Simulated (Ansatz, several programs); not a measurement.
PbSe built on the wurtzite prototype (no longer in that coordination), relaxed with PBE in Ansatz (plane waves, PAW): space group P6_3mc (No. 186), hexagonal; conventional cell a = 5.208 Å, c = 6.264 Å, 36.78 Å³ an atom. Pb is surrounded by 5 Se at 3.01–3.16 Å; Se is surrounded by 5 Pb at 3.01–3.16 Å. The cell was then scaled with its shape and fractional coordinates held, which makes it stiffer than a relaxed compression. Computed, not measured; no magnetism was allowed, and whether the structure is a known phase isn't checked.

```csv
V (Å³/atom),E (meV/atom)
34.570,16.78
35.673,4.00
36.776,0.00
38.983,13.31
```

(1) Pass a cubic E = c₀ + c₁u + c₂u² + c₃u³, with u = V − 36.501 Å³, through these points.

(2) Where is the minimum, and what bulk modulus follows?

(3) Predict the energy and the pressure at the withheld volume, 37.880 Å³.

Answers

(1) c₀ = 0.24, c₁ = -1.763, c₂ = 3.220, c₃ = -0.1565 (meV and Å³).

(2) dE/du = 0 at u = +0.279, so V₀ = 36.78 Å³. B = V₀ d²E/dV² = 36.78 × (2c₂ + 6c₃u) = 36.78 × 6.177 = 227 meV/Å³, and 1 meV/Å³ is 0.16022 GPa: 36 GPa. A third-order Birch-Murnaghan fit to all five points gives 36.79 Å³ and 36 GPa.

(3) With u = +1.379: E ≈ 3.52 meV and P = −dE/dV ≈ -1.00 GPa. The run gives 3.47 meV and, from its stress, -0.99 GPa.
